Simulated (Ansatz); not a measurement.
LDA, PBE, PBEsol and r²SCAN on Ti

```
Ti
1.0
    -1.62582    1.62582    1.62582
     1.62582   -1.62582    1.62582
     1.62582    1.62582   -1.62582
Ti
1
Cartesian
  0.0000 0.0000 0.0000
```

Structure from Materials Project entry mp-73 (possibly hypothetical), not relaxed further.

One fixed cell is solved with several functionals by PAW with the default files in Ansatz 0.2.0, scalar-relativistically. A positive pressure means that the functional wants a larger cell.

The PAW files were made with PBE; their cores are remade for each functional.

Numerical set-up: a Γ-centred 18×18×18 k mesh, Fermi–Dirac smearing of 0.05 eV, cutoff 500 eV, no spin polarisation; the PAW files were made with PBE, and the program remakes their frozen cores for this functional.

Cutoffs: r²SCAN 500 eV, LDA 420 eV, PBEsol 420 eV, PBE 420 eV.

```json
{"setting": "r²SCAN", "P (GPa)": "?", "lowest level at Γ above −25 eV, from the valence-band top or, without a gap, the Fermi level (eV)": "?"}
{"setting": "LDA", "P (GPa)": "-8.43", "lowest level at Γ above −25 eV, from the valence-band top or, without a gap, the Fermi level (eV)": "-5.88"}
{"setting": "PBEsol", "P (GPa)": "-4.06", "lowest level at Γ above −25 eV, from the valence-band top or, without a gap, the Fermi level (eV)": "-5.95"}
{"setting": "PBE", "P (GPa)": "0.43", "lowest level at Γ above −25 eV, from the valence-band top or, without a gap, the Fermi level (eV)": "-5.95"}
```

**Question.** Give the missing entry: row "r²SCAN", column "lowest level at Γ above −25 eV, from the valence-band top or, without a gap, the Fermi level (eV)".

**Answer.** -6.39.

**Question.** Give the missing entry: row "r²SCAN", column "P (GPa)".

**Answer.** 0.06.
